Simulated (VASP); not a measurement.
Crystal: TePb.

```xyz
2
Lattice="0.0000 3.2310 3.2310 3.2310 0.0000 3.2310 3.2310 3.2310 0.0000" Properties=species:S:1:pos:R:3 pbc="T T T"
Pb    0.0000    0.0000    0.0000
Te    3.2310    3.2310    3.2310
```

* Program: VASP 6.6.1
* Task: relaxation of cell and atoms
* Functional: optPBE-vdW
* Potentials or basis: VASP PAW PBE potentials, release 64 (Pb_d, Te)
* Cutoff: 600 eV
* k mesh: 7 × 7 × 7
* Occupations: fermi-dirac, width 0.05 eV
* Spin: no spin polarisation

At the start: pressure 2.8 GPa; volume 33.73 Å³/atom.

Where does the relaxation end?

Over 3 steps the energy falls by 18.1 meV/atom and the volume is 35.94 Å³/atom (+6.5 %); space group Fm-3m (No. 225, to 0.05 Å).

Step by step:
```tsv
step	energy change (eV)	largest force (eV/Å)	pressure (GPa)	volume (Å³)
1	0.0000	0.0000	2.77	67.46
2	-0.0329	0.0000	-0.73	73.32
3	-0.0363	0.0000	0.00	71.87
```

Final structure:
```
Pb Te
1.0
     0.00000    3.29995    3.29995
     3.29995    0.00000    3.29995
     3.29995    3.29995    0.00000
Pb Te
1 1
Direct
  0.00000 0.00000 0.00000
  0.50000 0.50000 0.50000
```

Caveat: the PAW data sets were made with another functional, which shifts forces and pressure a little.
